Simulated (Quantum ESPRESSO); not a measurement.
Write the native input for Quantum ESPRESSO 7.5 that does the following.

* Task: relaxation of the atoms
* Functional: PBEsol
* Potentials or basis: PseudoDojo 0.4.1 SR PBEsol standard
* Cutoff: 1197 eV
* Density cutoff: 4789 eV
* k mesh: 8 × 8 × 8
* Occupations: gaussian, width 0.01 eV
* Spin: no spin polarisation
* Mixing beta: 0.5
* Most SCF iterations: 120
* SCF threshold: 4e-10 Ry
* Most ionic steps: 40
* Forc conv thr: 0.0001 Ry/bohr
* Etot conv thr: 1e-05 Ry
* Tstress: yes
* Ion dynamics: bfgs

InP:

```xyz
2
Lattice="0.0000 2.9406 2.9406 2.9700 0.0000 2.9406 2.9700 2.9406 0.0000" Properties=species:S:1:pos:R:3 pbc="T T T"
In    0.0000    0.0000    0.0000
P     1.4850    1.4703    1.4703
```

The cell was built by a generator and isn't the measured one.

These files were run (other wordings do the same):

pw.in

```
&CONTROL
  calculation = 'relax'
  prefix = 'pwscf'
  outdir = './tmp'
  pseudo_dir = './pseudo'
  tprnfor = .true.
  tstress = .true.
  disk_io = 'low'
  nstep = 40
  forc_conv_thr = 0.0001
  etot_conv_thr = 1d-05
/
&SYSTEM
  ibrav = 0
  nat = 2
  ntyp = 2
  ecutwfc = 88
  nbnd = 15
  occupations = 'smearing'
  smearing = 'gaussian'
  degauss = 0.00073499
/
&ELECTRONS
  conv_thr = 4d-10
  electron_maxstep = 120
  mixing_beta = 0.5
/
&IONS
  ion_dynamics = 'bfgs'
/
ATOMIC_SPECIES
In   114.8180 In.upf
P     30.9738 P.upf
CELL_PARAMETERS angstrom
   0.0000000000    2.9406000000    2.9406000000
   2.9700060000    0.0000000000    2.9406000000
   2.9700060000    2.9406000000    0.0000000000
ATOMIC_POSITIONS crystal
In     0.0000000000    0.0000000000    0.0000000000
P      0.2500000000    0.2500000000    0.2500000000
K_POINTS automatic
8 8 8 0 0 0
```

Potentials or basis: PseudoDojo 0.4.1 SR PBEsol standard.

The run is started by

```sh
$ OMP_NUM_THREADS=1 pw.x -in pw.in > pw.out
```

Results of the run:

```
Pressure after relaxing : -0.7 GPa
Band gap on the k mesh  : 0.49 eV, direct
```

Caveat: the relaxation stopped at its first step, so nothing moved; spin-orbit coupling is left out, which moves the levels of the heavy elements.

It took 110 s on 1 thread of AMD EPYC 7R43 64-Core Processor (Zen 3), on a shared host, peak memory 0.14 GiB.
